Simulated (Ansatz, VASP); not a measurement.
## Two plane-wave programs on MgO

```
CELL_PARAMETERS angstrom
3.45405 0.00000 0.00000
-1.72703 2.99130 0.00000
0.00000 0.00000 4.29245
ATOMIC_POSITIONS crystal
Mg 0.66264 0.32527 0.75000
Mg 0.33736 0.67473 0.25000
O 0.66963 0.33927 0.25000
O 0.33037 0.66073 0.75000
```

Change from the starting cell: mode 5 frozen in at -0.024 Å, strain +e along z and -e/2 along x and y +0.0233.

Alike in both runs: task single point; functional PBEsol; k mesh 9 × 9 × 6; occupations gaussian, width 0.05 eV; no spin polarisation.

```csv
,VASP,Ansatz
version,VASP 6.6.1,Ansatz 0.2.0
potentials or method,"VASP PAW PBE potentials, release 64 (Mg, O)","scalar-relativistic, plane waves, PAW"
plane-wave cutoff (eV),520,520
valence electrons in the cell,16,32
```

Ansatz gave:

```
gap on the k mesh at the Fermi level (eV)       : 3.23
least direct gap on the mesh (eV)               : 3.23
pressure (GPa)                                  : 0.2
largest component of the traceless stress (GPa) : 3.72
rms of the force components (eV/Å)              : 0.081
```

**Question.** Which values does VASP return?

**Answer.** gap on the k mesh at the Fermi level (eV): 3.22; least direct gap on the mesh (eV): 3.22; pressure (GPa): -0.2; largest component of the traceless stress (GPa): 3.83; rms of the force components (eV/Å): 0.082.

Atom by atom the forces differ by 0.001 eV/Å (rms over components). The two sets of potentials don't hold the same shells in valence. Ansatz warned: «pseudo_functional_mismatch».

Caveats: the PAW data sets were made with another functional, which shifts forces and pressure a little (VASP).
